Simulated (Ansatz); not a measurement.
# CdF2 (Fm-3m) in Ansatz: a series of runs

One crystal, CdF2, is run at these levels: PBEsol; tasks: relaxation of cell and atoms.

Everything below comes from runs of Ansatz 0.2.0. Logs are shortened: lines on timing, memory, paths and dates and some standing lists are left out, and cuts for length are marked.

## (1) Starting point

Symmetry: Fm-3m, No. 225, cubic system. Conventional cell: a = 5.388 Å, b = 5.388 Å, c = 5.388 Å, α = 90.00°, β = 90.00°, γ = 90.00°. Cd (site symmetry m-3m) is surrounded by 8 F at 2.33 Å. F (site symmetry -43m) has 4 Cd at 2.33 Å as nearest neighbours.

## (2) Relaxation of cell and atoms, PBEsol

The input, input.yaml:

```yaml
crystal:
  lattice:
    - [0.0, 2.694, 2.694]
    - [2.694, 0.0, 2.694]
    - [2.694, 2.694, 0.0]
  atoms:
    - { symbol: Cd, position: [0.0, 0.0, 0.0] }
    - { symbol: F, position: [0.75, 0.75, 0.75] }
    - { symbol: F, position: [0.25, 0.25, 0.25] }
kpoints:
  mp_grid: { grid: [9, 9, 9] }
scf:
  occupations: { method: fermi_dirac, width: 0.05 }
hamiltonian:
  xc: pbesol
  pseudopotentials: { kind: all_electron, lapw: { basis_error: 0.002 } }
output:
  forces: true
  stress: true
relax:
  f_tol: 0.02
  max_steps: 60
  cell: {}
```

Potentials or basis: all-electron LAPW, scalar-relativistic.

Started as:

```sh
$ ansatz run input.yaml --threads 2 --pin off --max-ram 8192MiB --backend cpu --events-out ev --progress --plain --runs-dir out
```

Log:

```text
Warning: RAYON_NUM_THREADS=2 ignored (pool sized by the plan → 2); use --threads N
The last accepted step is kept in <dir> (removed where the run ends without a failure and the disk answers)
LAPW: plane waves up to 9.065 Å⁻¹, error target 2.0e-3 eV per atom; small_component_spin mean_spin; F in spheres of 1.014 Å, 7 of its electrons in bands, Dirac shells []; Cd in spheres of 1.249 Å, 30 of its electrons in bands, Dirac shells [] (how accurate: hamiltonian.pseudopotentials.lapw.basis_error, Limitations)
Engine: ansatz 0.2.0, x86_64-unknown-linux-gnu
Pseudopotentials: kind: all_electron
Pseudopotential: Cd, LAPW, valence charge 30, lapw/all_electron/scalar/gaussian/Cd, Koelling and Harmon's equation, gaussian nucleus
Pseudopotential: F, LAPW, valence charge 7, lapw/all_electron/scalar/gaussian/F, Koelling and Harmon's equation, gaussian nucleus
Functional definition: PBEsol
  exchange = pbesol_x
  correlation = pbesol_c
Crystal: 3 atoms, lattice volume = 39.104 Å³
Basis set: ecut = 313.09372978353434 eV, 531 PW (Γ), exchange–correlation at level 2
Bands: 27, of which v1, the nominal top of the filled ones, is band 22 counted from 1 (21 counted from 0)
Symmetry: 48 space group operations
Space group: Fm-3m (ITA 225), of the structure as read, at distance tolerance 3.4e-5 Å
k-points: 35 of 729
Non-local potential: Cd, projectors of the file, none
Non-local potential: F, projectors of the file, none
Initial density: superposition of atomic densities (chi_scale 0.1, normalization cell, long waves kept (reshape's long-wave potential 0.00 eV rms))
Initial wavefunctions: plane waves of lowest kinetic energy (no species holds an atomic orbital)
Functional: x = pbesol(κ = 0.804, μ = 0.12345679012345678), c = pbesol(β = 0.046)
iter 1 solved again at ethr=4.87e-3 eV; its pass at ethr=1.00e-1 eV (dr2=2.14e0 eV) is discarded
SCF iter   1: F=—  HF=-157589.241196 eV  |F-HF|=—  |Δ(HF+E_count)|=         —  Δρ=6.53e-2  dr2=2.14e0  ethr=4.87e-3  ⟨swp⟩=2.0  Hψ=5861  notcnv=0
preconditioner: auto → none  [insulator: Δε(μ)=4.019 eV  Ē_g=17.947 eV  σ=0.050 eV  W_gap=1.00  n_scr=14 (ndim 8)  ℏωp=30.3 eV  f_vac=0.124  D(μ)=0.00/eV (n_scr^D=0)  ε∞_Penn≈3.8]
iter 2 solved again at ethr=7.21e-5 eV; its pass at ethr=4.87e-3 eV (dr2=3.17e-2 eV) is discarded
SCF iter   2: F=—  HF=-157588.091868 eV  |F-HF|=—  |Δ(HF+E_count)|=    1.15e0  Δρ=1.25e-2  dr2=3.17e-2  ethr=7.21e-5  ⟨swp⟩=2.0  Hψ=4843  notcnv=0
SCF iter   3: F=—  HF=-157587.742222 eV  |F-HF|=—  |Δ(HF+E_count)|=   3.50e-1  Δρ=1.16e-2  dr2=7.24e-2  ethr=7.20e-5  ⟨swp⟩=3.0  Hψ=3229  notcnv=0
SCF iter   4: F=—  HF=-157587.729405 eV  |F-HF|=—  |Δ(HF+E_count)|=   1.28e-2  Δρ=7.70e-4  dr2=1.68e-4  ethr=7.20e-5  ⟨swp⟩=2.0  Hψ=2864  notcnv=0
SCF iter   5: F=—  HF=-157587.728397 eV  |F-HF|=—  |Δ(HF+E_count)|=   1.01e-3  Δρ=4.11e-4  dr2=6.55e-5  ethr=3.82e-7  ⟨swp⟩=2.9  Hψ=2798  notcnv=0
SCF iter   6: F=—  HF=-157587.728362 eV  |F-HF|=—  |Δ(HF+E_count)|=   3.49e-5  Δρ=2.97e-4  dr2=4.53e-5  ethr=1.49e-7  ⟨swp⟩=3.0  Hψ=2895  notcnv=0
SCF iter   7: F=—  HF=-157587.728340 eV  |F-HF|=—  |Δ(HF+E_count)|=   2.18e-5  Δρ=7.62e-5  dr2=2.97e-6  ethr=1.03e-7  ⟨swp⟩=2.0  Hψ=2695  notcnv=0
SCF iter   8: F=-157587.728339 eV  HF=-157587.728339 eV  |F-HF|=6.46e-8  |Δ(HF+E_count)|=   1.03e-6  Δρ=1.04e-5  dr2=5.49e-8  ethr=6.74e-9  ⟨swp⟩=2.0  Hψ=2695  notcnv=0
SCF 1 converged in 8 iterations: F = -157587.728339 eV  dr2 = 5.49e-8
relax step   1: F+E_penalty+E_count = -157587.72833912 eV  Δ(F+E_penalty+E_count) = +0.000e0 eV  max|allowed force component| = 1.234e-17 eV/Å  Δτ_max = 0.0000 Å  P = -0.239 GPa  Ω = 39.104 Å³  (8 SCF iters, accepted)
Crystal: 3 atoms, lattice volume = 39.024 Å³
Basis set: ecut = 313.51998553819357 eV, 531 PW (Γ), exchange–correlation at level 2
Initial density: handed on by an earlier stage of this run
Initial wavefunctions: those handed on with the density
iter 1 solved again at ethr=1.33e-8 eV; its pass at ethr=1.00e-1 eV (dr2=5.84e-6 eV) is discarded
SCF iter   1: F=—  HF=-157587.728412 eV  |F-HF|=—  |Δ(HF+E_count)|=         —  Δρ=9.62e-5  dr2=6.12e-6  ethr=1.33e-8  ⟨swp⟩=4.3  Hψ=4946  notcnv=0
preconditioner: auto → none  [insulator: Δε(μ)=2.962 eV  Ē_g=17.436 eV  σ=0.050 eV  W_gap=1.00  n_scr=14 (ndim 8)  ℏωp=30.3 eV  f_vac=0.168  D(μ)=0.00/eV (n_scr^D=0)  ε∞_Penn≈4.0]
iter 2 solved again at ethr=8.06e-10 eV; its pass at ethr=1.33e-8 eV (dr2=3.55e-7 eV) is discarded
SCF iter   2: F=—  HF=-157587.728404 eV  |F-HF|=—  |Δ(HF+E_count)|=   8.50e-6  Δρ=2.89e-5  dr2=3.54e-7  ethr=8.06e-10  ⟨swp⟩=2.0  Hψ=4622  notcnv=0
SCF iter   3: F=—  HF=-157587.728403 eV  |F-HF|=—  |Δ(HF+E_count)|=   6.77e-7  Δρ=1.95e-5  dr2=2.58e-7  ethr=8.04e-10  ⟨swp⟩=3.0  Hψ=2831  notcnv=0
SCF iter   4: F=-157587.728403 eV  HF=-157587.728403 eV  |F-HF|=2.83e-8  |Δ(HF+E_count)|=   6.55e-8  Δρ=7.21e-6  dr2=3.28e-8  ethr=5.87e-10  ⟨swp⟩=2.0  Hψ=2695  notcnv=0
SCF 2 converged in 4 iterations: F = -157587.728403 eV  dr2 = 3.28e-8
relax step   2: F+E_penalty+E_count = -157587.72840317 eV  Δ(F+E_penalty+E_count) = -6.406e-5 eV  max|allowed force component| = 4.780e-17 eV/Å  Δτ_max = 0.0000 Å  P = -0.019 GPa  Ω = 39.024 Å³  (4 SCF iters, accepted)
iter 1 solved again at ethr=7.43e-11 eV; its pass at ethr=1.00e-1 eV (dr2=3.27e-8 eV) is discarded
SCF iter   1: F=—  HF=-157587.728409 eV  |F-HF|=—  |Δ(HF+E_count)|=         —  Δρ=7.18e-6  dr2=3.26e-8  ethr=7.43e-11  ⟨swp⟩=4.1  Hψ=4957  notcnv=0
preconditioner: auto → none  [insulator: Δε(μ)=2.964 eV  Ē_g=17.436 eV  σ=0.050 eV  W_gap=1.00  n_scr=14 (ndim 8)  ℏωp=30.3 eV  f_vac=0.168  D(μ)=0.00/eV (n_scr^D=0)  ε∞_Penn≈4.0]
SCF iter   2: F=-157587.728403 eV  HF=-157587.728403 eV  |F-HF|=9.02e-10  |Δ(HF+E_count)|=   5.47e-6  Δρ=2.65e-6  dr2=4.19e-9  ethr=7.40e-11  ⟨swp⟩=3.0  Hψ=3005  notcnv=0
SCF 3 converged in 2 iterations: F = -157587.728403 eV  dr2 = 4.19e-9
relax step   3: F+E_penalty+E_count = -157587.72840338 eV  Δ(F+E_penalty+E_count) = -2.045e-7 eV  max|allowed force component| = 8.481e-17 eV/Å  Δτ_max = 0.0000 Å  P = -0.018 GPa  Ω = 39.024 Å³  stress off target by 1.83e-2 GPa  SCF on the basis re-selected at this cell (its energy is not comparable with the rows above)  (2 SCF iters)
basis re-selected at this cell: Δ(F+E_penalty+E_count) = -2.045e-7 eV, ΔP = +0.000 GPa vs the last step (what re-selecting the basis moved, after the strain that the cell walked since its last selection, with what the two solves' SCF thresholds leave and, on support functions, any second-order correction that the steps lacked; it is no measure of the basis error at this ecutwfc). This SCF's stress stands 1.83e-2 GPa from its target on what of the cell is left free (relax.cell.stress_tol is 5.00e-2 GPa) and its largest allowed force component is 8.48e-17 eV/Å (relax.f_tol is 2.00e-2 eV/Å): within both
SCF converged after 2 iterations
Free energy (F): -157587.728403 eV
Harris-Foulkes:  -157587.728403 eV  (|F-HF|=9.02e-10)
Internal energy: -157587.728403 eV  (E = F + TS)
E sigma→0 (E₀):  -157587.728403 eV
Fermi energy:    8.550340 eV
--- Per-component energies (eV) ---
  E_band       = -4247.679137
  E_kinetic    = 164804.335641
  E_xc         = -4688.997286
  E_electrostatic = -317703.066759  (all electrons and nuclei)
  E_smearing   = -0.000000  (= −TS)
  E_closure    = 0.000000  (closes the sum)
  E_atoms      = -157576.103138  (free atoms, spherical and without spin; not in F)
  Σ components = -157587.728403   (vs F -157587.728403, Δ=0.00e0)
  Basis errors (estimates in eV, not in F): energy 7.6e-4 per atom: plane waves 7.4e-4 (4.3e-4 summed), levels above the bands 5.5e-109, relativity 1.6e-7, radial functions 2.1e-5, core shells 2.8e-7; eigenvalues (radial functions only) 1.4e-5; not estimated: angular momenta, meshes, grids; target (lapw.basis_error) 2.0e-3; muffin-tin radii F 1.014 Å, Cd 1.248 Å
--- Forces (eV/Å), atoms counted from 1 ---
  atom   1  Cd    -0.00000000    -0.00000000     0.00000000
  atom   2  F      0.00000000     0.00000000     0.00000000
  atom   3  F     -0.00000000    -0.00000000    -0.00000000
  max |Σ_I F_I| component: 2.31e-17 eV/Å
--- Stress (GPa, compression-positive) ---
       -0.018325      -0.000000      -0.000000
       -0.000000      -0.018325      -0.000000
       -0.000000      -0.000000      -0.018325
  P = ⅓ Tr σ = -0.0183 GPa (-0.183 kbar)
--- Relaxed structure (2 steps of the walk, 2 accepted, 1 SCFs on fresh bases) ---
  F+E_penalty+E_count = -157587.72840338 eV   max|allowed force component| = 8.481e-17 eV/Å   (the final SCF, on the basis selected at the relaxed cell)
  cell:  # Å, volume = 39.0244 Å³
    - [-6.369215041119488e-36, 2.692168021761812, 2.692168021761812]
    - [2.692168021761812, 2.547686016447795e-35, 2.692168021761812]
    - [2.692168021761812, 2.692168021761812, 1.9107645123358464e-35]
  atoms:
    - { symbol: Cd, position: [-5.33689755582436e-36, 1.6134806564120167e-36, 5.5851253491185154e-36] }
    - { symbol: F, position: [0.75, 0.75, 0.75] }
    - { symbol: F, position: [0.25, 0.25, 0.25] }
```

It took 17 s on 2 threads of Intel Xeon Platinum 8259CL at 2.50GHz (Skylake/Cascade Lake), shared host; peak memory 0.41 GiB.

Results:

| Quantity | Value |
| --- | --- |
| Free energy | -157587.7284 eV |
| Relaxed volume | 13.01 Å³/atom |
| Relaxed cell | a = 3.807 Å, b = 3.807 Å, c = 3.807 Å, α = 60.00°, β = 60.00°, γ = 60.00° |
| Space group after relaxing (to 0.05 Å) | Fm-3m (No. 225) |
| Energy gained by relaxing | 0.0 meV/atom |
| Ionic steps | 3 |
| Pressure after relaxing | 0.0 GPa |
| Band gap on the k mesh | 2.96 eV |

Final structure:
```
Cd F
1.0
     0.00000    2.69217    2.69217
     2.69217    0.00000    2.69217
     2.69217    2.69217    0.00000
Cd F
1 2
Direct
  0.00000 0.00000 0.00000
  0.75000 0.75000 0.75000
  0.25000 0.25000 0.25000
```

Caveat: an odd mesh through Γ misses points on the zone boundary, where band edges often lie.

## (3) Relaxation of cell and atoms, PBEsol, target pressure 5 GPa, at which the enthalpy is minimised

input.yaml: that of step 2 with these lines changed.

```diff
@@ -22,2 +22,2 @@
   max_steps: 60
-  cell: {}
+  cell: { p_target: 5 }
```

Potentials or basis: all-electron LAPW, scalar-relativistic.

Started as:

```sh
$ ansatz run input.yaml --threads 2 --pin off --max-ram 8192MiB --backend cpu --events-out ev --progress --plain --runs-dir out
```

Log:

```text
Warning: RAYON_NUM_THREADS=2 ignored (pool sized by the plan → 2); use --threads N
[... 1 set-up line as earlier in the session ...]
LAPW: plane waves up to 9.065 Å⁻¹, error target 2.0e-3 eV per atom; small_component_spin mean_spin; F in spheres of 1.014 Å, 7 of its electrons in bands, Dirac shells []; Cd in spheres of 1.249 Å, 30 of its electrons in bands, Dirac shells [] (how accurate: hamiltonian.pseudopotentials.lapw.basis_error, Limitations)
[... 7 set-up lines as earlier in the session ...]
Crystal: 3 atoms, lattice volume = 39.104 Å³
Basis set: ecut = 313.09372978353434 eV, 531 PW (Γ), exchange–correlation at level 2
Bands: 27, of which v1, the nominal top of the filled ones, is band 22 counted from 1 (21 counted from 0)
[... 65 lines left out ...]
  E_smearing   = -0.000000  (= −TS)
  E_closure    = 0.000000  (closes the sum)
  E_atoms      = -157576.103138  (free atoms, spherical and without spin; not in F)
  Σ components = -157587.704685   (vs F -157587.704685, Δ=0.00e0)
  Basis errors (estimates in eV, not in F): energy 7.8e-4 per atom: plane waves 7.6e-4 (4.4e-4 summed), levels above the bands 2.0e-110, relativity 1.6e-7, radial functions 2.2e-5, core shells 4.0e-7; eigenvalues (radial functions only) 1.4e-5; not estimated: angular momenta, meshes, grids; target (lapw.basis_error) 2.0e-3; muffin-tin radii F 1.000 Å, Cd 1.231 Å
--- Forces (eV/Å), atoms counted from 1 ---
  atom   1  Cd     0.00000000    -0.00000000     0.00000000
  atom   2  F      0.00000000     0.00000000     0.00000000
  atom   3  F     -0.00000000    -0.00000000    -0.00000000
  max |Σ_I F_I| component: 2.31e-17 eV/Å
--- Stress (GPa, compression-positive) ---
        4.986053      -0.000000      -0.000000
       -0.000000       4.986053      -0.000000
       -0.000000      -0.000000       4.986053
  P = ⅓ Tr σ = 4.9861 GPa (49.861 kbar)
--- Relaxed structure (3 steps of the walk, 3 accepted, 1 SCFs on fresh bases) ---
  F+E_penalty+E_count = -157587.70468537 eV   max|allowed force component| = 8.943e-17 eV/Å   (the final SCF, on the basis selected at the relaxed cell)
  cell:  # Å, volume = 37.4303 Å³
    - [2.038148813158236e-34, 2.6549989900858626, 2.6549989900858626]
    - [2.6549989900858626, 1.5286116098686772e-34, 2.6549989900858626]
    - [2.6549989900858626, 2.6549989900858626, 2.547686016447795e-34]
  atoms:
    - { symbol: Cd, position: [-2.82731456562044e-34, 2.549299437130985e-34, 1.357806029319035e-34] }
    - { symbol: F, position: [0.7500000000000001, 0.7500000000000001, 0.7500000000000001] }
    - { symbol: F, position: [0.25, 0.25, 0.25] }
```

Wall time 20 s (2 threads of Intel Xeon Platinum 8259CL at 2.50GHz (Skylake/Cascade Lake), shared host); peak memory 0.41 GiB.

Results:

```yaml
Free_energy: -157587.7047 eV
Relaxed_volume: 12.48 Å³/atom
Relaxed_cell: a = 3.755 Å, b = 3.755 Å, c = 3.755 Å, α = 60.00°, β = 60.00°, γ = 60.00°
Space_group_after_relaxing_to_0.05_Å: Fm-3m (No. 225)
Energy_change_on_relaxing_the_enthalpy_is_what_falls: +7.9 meV/atom
Ionic_steps: 4
Pressure_after_relaxing: 5.0 GPa
Band_gap_on_the_k_mesh: 3.11 eV
```

Step by step:
```csv
step,energy change (eV),largest force (eV/Å),volume (Å³)
1,0.0000,0.0000,39.10
2,0.0253,0.0000,37.38
3,0.0237,0.0000,37.43
4,0.0237,0.0000,37.43
```

Final structure:
```
CELL_PARAMETERS angstrom
0.00000 2.65500 2.65500
2.65500 0.00000 2.65500
2.65500 2.65500 0.00000
ATOMIC_POSITIONS crystal
Cd 0.00000 0.00000 0.00000
F 0.75000 0.75000 0.75000
F 0.25000 0.25000 0.25000
```

Caveat: an odd mesh through Γ misses points on the zone boundary, where band edges often lie.

## (4) Relaxation of cell and atoms, PBEsol, target pressure 10 GPa, at which the enthalpy is minimised

input.yaml: that of step 3 with these lines changed.

```diff
@@ -22,2 +22,2 @@
   max_steps: 60
-  cell: { p_target: 5 }
+  cell: { p_target: 10 }
```

Potentials or basis: all-electron LAPW, scalar-relativistic.

Started as:

```sh
$ ansatz run input.yaml --threads 2 --pin off --max-ram 8192MiB --backend cpu --events-out ev --progress --plain --runs-dir out
```

Log:

```text
Warning: RAYON_NUM_THREADS=2 ignored (pool sized by the plan → 2); use --threads N
[... 1 set-up line as earlier in the session ...]
LAPW: plane waves up to 9.065 Å⁻¹, error target 2.0e-3 eV per atom; small_component_spin mean_spin; F in spheres of 1.014 Å, 7 of its electrons in bands, Dirac shells []; Cd in spheres of 1.249 Å, 30 of its electrons in bands, Dirac shells [] (how accurate: hamiltonian.pseudopotentials.lapw.basis_error, Limitations)
[... 7 set-up lines as earlier in the session ...]
Crystal: 3 atoms, lattice volume = 39.104 Å³
Basis set: ecut = 313.09372978353434 eV, 531 PW (Γ), exchange–correlation at level 2
Bands: 27, of which v1, the nominal top of the filled ones, is band 22 counted from 1 (21 counted from 0)
[... 1 set-up line as earlier in the session ...]
[... 77 lines left out ...]
  E_atoms      = -157576.103138  (free atoms, spherical and without spin; not in F)
  Σ components = -157587.645207   (vs F -157587.645207, Δ=0.00e0)
  Basis errors (estimates in eV, not in F): energy 8.0e-4 per atom: plane waves 7.7e-4 (4.5e-4 summed), levels above the bands 4.2e-112, relativity 1.6e-7, radial functions 2.3e-5, core shells 5.4e-7; eigenvalues (radial functions only) 1.5e-5; not estimated: angular momenta, meshes, grids; target (lapw.basis_error) 2.0e-3; muffin-tin radii F 0.988 Å, Cd 1.216 Å
--- Forces (eV/Å), atoms counted from 1 ---
  atom   1  Cd    -0.00000000    -0.00000000     0.00000000
  atom   2  F      0.00000000     0.00000000     0.00000000
  atom   3  F     -0.00000000    -0.00000000    -0.00000000
  max |Σ_I F_I| component: 3.24e-17 eV/Å
--- Stress (GPa, compression-positive) ---
        9.995998       0.000000       0.000000
        0.000000       9.995998       0.000000
        0.000000       0.000000       9.995998
  P = ⅓ Tr σ = 9.9960 GPa (99.960 kbar)
--- Relaxed structure (4 steps of the walk, 4 accepted, 1 SCFs on fresh bases) ---
  F+E_penalty+E_count = -157587.64520687 eV   max|allowed force component| = 1.303e-16 eV/Å   (the final SCF, on the basis selected at the relaxed cell)
  cell:  # Å, volume = 36.1442 Å³
    - [1.8152312540295043e-34, 2.6242368464167694, 2.6242368464167694]
    - [2.6242368464167694, 6.162210584972656e-34, 2.6242368464167694]
    - [2.6242368464167694, 2.6242368464167694, 5.58898619858235e-34]
  atoms:
    - { symbol: Cd, position: [-2.569157660594516e-34, 4.209943374268888e-34, 5.15072671085374e-34] }
    - { symbol: F, position: [0.75, 0.75, 0.75] }
    - { symbol: F, position: [0.25, 0.25, 0.25] }
```

Wall time 25 s (2 threads of Intel Xeon Platinum 8259CL at 2.50GHz (Skylake/Cascade Lake), shared host); peak memory 0.41 GiB.

Results:

| Property | Result |
| --- | --- |
| Free energy | -157587.6452 eV |
| Relaxed volume | 12.05 Å³/atom |
| Relaxed cell | a = 3.711 Å, b = 3.711 Å, c = 3.711 Å, α = 60.00°, β = 60.00°, γ = 60.00° |
| Space group after relaxing (to 0.05 Å) | Fm-3m (No. 225) |
| Energy change on relaxing (the enthalpy is what falls) | +27.7 meV/atom |
| Ionic steps | 5 |
| Pressure after relaxing | 10.0 GPa |
| Band gap on the k mesh | 3.23 eV |

The path:
| step | energy change (eV) | largest force (eV/Å) | volume (Å³) |
| --- | --- | --- | --- |
| 1 | 0.0000 | 0.0000 | 39.10 |
| 2 | 0.1076 | 0.0000 | 35.78 |
| 3 | 0.0799 | 0.0000 | 36.20 |
| 4 | 0.0831 | 0.0000 | 36.14 |
| 5 | 0.0831 | 0.0000 | 36.14 |

Final structure:
```yaml
crystal:
  lattice:
    - [0.00000, 2.62424, 2.62424]
    - [2.62424, 0.00000, 2.62424]
    - [2.62424, 2.62424, 0.00000]
  atoms:
    - { symbol: Cd, position: [0.00000, 0.00000, 0.00000] }
    - { symbol: F, position: [0.75000, 0.75000, 0.75000] }
    - { symbol: F, position: [0.25000, 0.25000, 0.25000] }
```

Caveat: an odd mesh through Γ misses points on the zone boundary, where band edges often lie. PBEsol gaps usually lie below the measured ones, often by a third to a half.

## (5) Relaxation of cell and atoms, PBEsol, target pressure 20 GPa, at which the enthalpy is minimised

input.yaml: that of step 4 with these lines changed.

```diff
@@ -22,2 +22,2 @@
   max_steps: 60
-  cell: { p_target: 10 }
+  cell: { p_target: 20 }
```

Started as:

```sh
$ ansatz run input.yaml --threads 2 --pin off --max-ram 8192MiB --backend cpu --events-out ev --progress --plain --runs-dir out
```

It took 25 s on 2 threads of Intel Xeon Platinum 8259CL at 2.50GHz (Skylake/Cascade Lake), shared host; peak memory 0.41 GiB.

Results (log left out):

```yaml
Free_energy: -157587.4617 eV
Relaxed_volume: 11.38 Å³/atom
Relaxed_cell: a = 3.642 Å, b = 3.642 Å, c = 3.642 Å, α = 60.00°, β = 60.00°, γ = 60.00°
Space_group_after_relaxing_to_0.05_Å: Fm-3m (No. 225)
Energy_change_on_relaxing_the_enthalpy_is_what_falls: +88.9 meV/atom
Ionic_steps: 5
Pressure_after_relaxing: 20.0 GPa
Band_gap_on_the_k_mesh: 3.43 eV
```

Step by step:
```
step  energy change (eV)  largest force (eV/Å)  volume (Å³)
   1              0.0000                0.0000        39.10
   2              0.3322                0.0000        33.66
   3              0.2525                0.0000        34.26
   4              0.2666                0.0000        34.15
   5              0.2666                0.0000        34.15
```

Final structure:
```cif
data_structure
_symmetry_space_group_name_H-M 'P 1'
_symmetry_Int_Tables_number 1
_cell_length_a 3.6417
_cell_length_b 3.6417
_cell_length_c 3.6417
_cell_angle_alpha 60.000
_cell_angle_beta 60.000
_cell_angle_gamma 60.000
_cell_volume 34.15
loop_
_atom_site_label
_atom_site_type_symbol
_atom_site_fract_x
_atom_site_fract_y
_atom_site_fract_z
_atom_site_occupancy
Cd1 Cd 0.00000 0.00000 0.00000 1
F1 F 0.75000 0.75000 0.75000 1
F2 F 0.25000 0.25000 0.25000 1
```

Caveat: an odd mesh through Γ misses points on the zone boundary, where band edges often lie.

## (6) The runs side by side

```csv
cell,gap on the mesh (eV),pressure (GPa)
relaxed,2.96,0.0
relaxed to 5 GPa,3.11,5.0
relaxed to 10 GPa,3.23,10.0
relaxed to 20 GPa,3.43,20.0
```

Alike in all rows: task relaxation of cell and atoms; level PBEsol; potentials or basis all-electron LAPW, scalar-relativistic; no spin polarisation; k mesh 9 × 9 × 9; smearing fermi-dirac 0.05 eV; basis error allowed 0.002 eV/atom.

Caveats: an odd mesh through Γ misses points on the zone boundary, where band edges often lie.

Compare energies only between runs with the same functional and basis.
